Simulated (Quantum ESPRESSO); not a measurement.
Runs of Quantum ESPRESSO 7.5 on Ta2C. Symmetry: P-3m1, No. 164, trigonal system. The conventional cell has a = 3.106 Å, b = 3.106 Å, c = 4.946 Å, α = 90.00°, β = 90.00°, γ = 120.00°. Ta (site symmetry 3m) is surrounded by 3 C at 2.18 Å. C (site symmetry -3m) has 6 Ta at 2.18 Å as nearest neighbours. 

| task | level | potentials or basis | cell | k mesh | cutoff (eV) | smearing | form of the LDA correlation | ASE optimiser | mesh quality | gap on the mesh (eV) | pressure (GPa) | V0 of scaled cells (Å³/atom) | B0 (GPa) | largest force (eV/Å) |
| --- | --- | --- | --- | --- | --- | --- | --- | --- | --- | --- | --- | --- | --- | --- |
| equation of state | LDA | GBRV 1.5 LDA | as given | 10 × 10 × 6 | 762 | fermi-dirac 0.05 eV | PZ81 | - | not flagged | - | - | 13.39 | (b) | - |
| relaxation of the atoms | PBEsol | PseudoDojo 0.4 SR PBEsol stringent | atoms relaxed | 4 × 4 × 2 | 1796 | cold 0.1 eV | - | BFGS | coarse | none | -4.7 | - | - | - |
| band structure | LDA | GBRV 1.5 LDA | as given | 10 × 10 × 6 | 762 | fermi-dirac 0.05 eV | PZ81 | - | not flagged | none | (a) | - | - | 0.10 |
| equation of state | PBEsol | GBRV 1.5 PBEsol | as given | 10 × 10 × 6 | 762 | fermi-dirac 0.05 eV | - | - | not flagged | - | - | 13.63 | 291 | - |
| band structure | PBEsol | GBRV 1.5 PBEsol | as given | 10 × 10 × 6 | 762 | fermi-dirac 0.05 eV | - | - | not flagged | none | -3.1 | - | - | (c) |

Alike in all rows: no spin polarisation.

Task: Estimate the missing entries.

Result: (a) -8.1; (b) 303; (c) 0.03.

Caveats: some runs use coarse meshes; the cell was scaled at fixed shape and fractional positions, which overstates the stiffness of a crystal with free parameters, most of all of layers and chains (some runs).

A k mesh can miss the band edges, and the runs leave out spin-orbit coupling on Ta.

A gap of «none» marks a metal or a gap under the smearing width.

Not every run made on this cell is shown here.
